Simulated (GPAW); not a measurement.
Crystal: Zn.

```
Zn
1.0
     2.67000    0.00000    0.00000
    -1.33500    2.31229    0.00000
     0.00000    0.00000    4.96600
Zn
2
Direct
  0.66667 0.33333 0.75000
  0.33333 0.66667 0.25000
```

```yaml
Program: GPAW 26.7.0
Task: relaxation of cell and atoms
Functional: PBEsol
Dispersion: D3
Potentials_or_basis: PAW data sets generated in the run's folder for this functional
Cutoff: 600 eV
Basis: pw
k_mesh: 8 × 8 × 4
Occupations: fermi-dirac, width 0.05 eV
Spin: no spin polarisation
```

At the start: pressure -8.8 GPa; volume 15.33 Å³/atom.

Question: How do energy, volume and symmetry change on relaxing?

Answer: Over 10 steps the energy falls by 89.5 meV/atom and the volume is 13.37 Å³/atom (-12.8 %); space group P6_3/mmc (No. 194, to 0.05 Å).

The path:
| step | energy change (eV) | largest force (eV/Å) | pressure (GPa) | volume (Å³) |
| --- | --- | --- | --- | --- |
| 1 | 0.0000 | 0.0001 | -8.78 | 30.66 |
| 2 | -0.0287 | 0.0000 | -7.84 | 30.11 |
| 3 | -0.1100 | 0.0001 | 4.07 | 26.18 |
| 4 | -0.1220 | 0.0001 | -0.01 | 27.13 |
| 5 | -0.1258 | 0.0000 | 0.02 | 27.09 |
| 6 | -0.1597 | 0.0000 | -0.17 | 26.78 |
| 7 | -0.1046 | 0.0000 | 4.98 | 25.73 |
| 8 | -0.1776 | 0.0000 | 0.09 | 26.71 |
| 9 | -0.1705 | 0.0000 | -0.21 | 26.79 |
| 10 | -0.1790 | 0.0000 | -0.03 | 26.74 |

Final structure:
```
CELL_PARAMETERS angstrom
2.64619 0.00000 0.00000
-1.32310 2.29167 0.00000
0.00000 0.00000 4.40905
ATOMIC_POSITIONS crystal
Zn 0.66667 0.33333 0.75000
Zn 0.33333 0.66667 0.25000
```

Caveat: later steps reuse the first step's grids; the volume moved by -13 % from the deposited cell, more than functionals usually miss; pairwise dispersion overbinds metals, which lowers pressure and volume.
